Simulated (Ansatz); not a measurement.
## Two structure types, many compounds: 4H type, P6₃mc against rock salt

Screening note. The same compounds were relaxed in two structure types, A (4H type, P6₃mc) and B (rock salt). The sign of the energy difference maps which chemistry favours which net.

The yardstick is CdS. Energies compare within a row alone.

### Data

Levels of theory (Ansatz, a plane-wave PAW program): energies: r²SCAN, total energy at 0 K with the change to a 700 eV cutoff added (comparable within one formula alone); volumes: r²SCAN, relaxed cell; gaps, gap of B: r²SCAN; electronegativity spread: pymatgen's element table; height above the lowest phase: r²SCAN, against the lowest phase of the formula computed here.

Model: ΔE = E(B) − E(A); volume change = V(B)/V(A) − 1; shift = ΔE − ΔE_ref.

| crystal | E of A (eV/atom) | E of B (eV/atom) | V of A (Å³/atom) | V of B (Å³/atom) | gap of A (eV) | gap of B (eV) | electronegativity spread (Pauling) | lower of the two above the lowest phase (meV/atom) | E(B) − E(A) (meV/atom) | volume change (%) | ΔE against the reference (meV/atom) |
|---|---|---|---|---|---|---|---|---|---|---|---|
| CdSe | −6873.919 | −6873.816 | 28.85 | 22.97 | 1.07 | 0.00 | 0.86 | 0 | 103.0 | −20.4 | 24 |
| CdS, reference | −4587.808 | −4587.729 | 25.39 | 20.27 | 1.59 | 0.75 | 0.89 | 1 | 79.0 | −20.2 | 0 |
| AlN | −464.231 | −464.075 | 10.42 | 8.23 | 4.67 | 5.52 | 1.43 | 13 | 156.0 | −21.0 | 77 |
| GaN | −2088.192 | −2087.720 | 11.37 | 9.37 | 2.26 | 1.16 | 1.23 | 3 | 472.0 | −17.6 | 393 |
| BN | −271.996 | −270.127 | 5.89 | 5.32 | 6.08 | 1.34 | 1.00 | 68 | 1869.0 | −9.7 | 1790 |

Model phases, started by placing the elements on a structure type or from a typed cell, with no claim that they are known: CdSe; AlN; GaN; BN. Runs started from generated or typed cells of the structure named: CdS (for some of its values). No claim is made that these are known or stable phases: CdS. Known as high-pressure phases, here at zero pressure: CdSe, CdS, AlN, GaN. Dynamically unstable, with imaginary phonons beyond 50i cm⁻¹ at the level named: BN (r²SCAN). No gap (0.00) means none at this level, which can close a small real gap. Spin–orbit coupling is left out unless named; in separate runs it moves the gap by CdSe −0.12 eV (r²SCAN); it moves the gap of CdS, GaN by under 0.05 eV.

### Worked example

For BN, step by step:

- ΔE = 1000 × (−270.127 − (−271.996)) = 1869.0 meV/atom
- volume change: 100 × (5.32/5.89 − 1) = −9.7 %
- ΔE against the reference: (1869.0) − (79.0) = 1790 meV/atom

### Result

In order of ΔE, most in favour of B first: CdS (79.0 ± 6.9), CdSe (103.0 ± 6.9), AlN (156.0 ± 6.9), GaN (472.0 ± 6.9), BN (1869.0 ± 6.9). The ± follows from allowances picked for this note (energies 0.004 eV/atom, energies 0.004 eV/atom, 4 meV/atom on the figure itself), carried to first order and added in quadrature; ≈ joins neighbours closer than their two ± added in quadrature.

A is lower for CdSe, CdS, AlN, GaN, BN; B is lower for no row.

### Caveats

Phases never computed could lie lower. Vibrational terms are left out. Caveats that name a compound hold for one or both of its types. Rows are a sample of the formulas computed in both types, kept where one of the types is near the lowest computed phase for half the rows or more. Limits of the draw: compounds alone, the lowest cell of each type. As a rule kept out of such tables: 4f compounds, open-shell compounds run without a Hubbard term, cells close to a higher symmetry, and runs set to a pressure or over 12 % in volume from the crystal's fullest run.
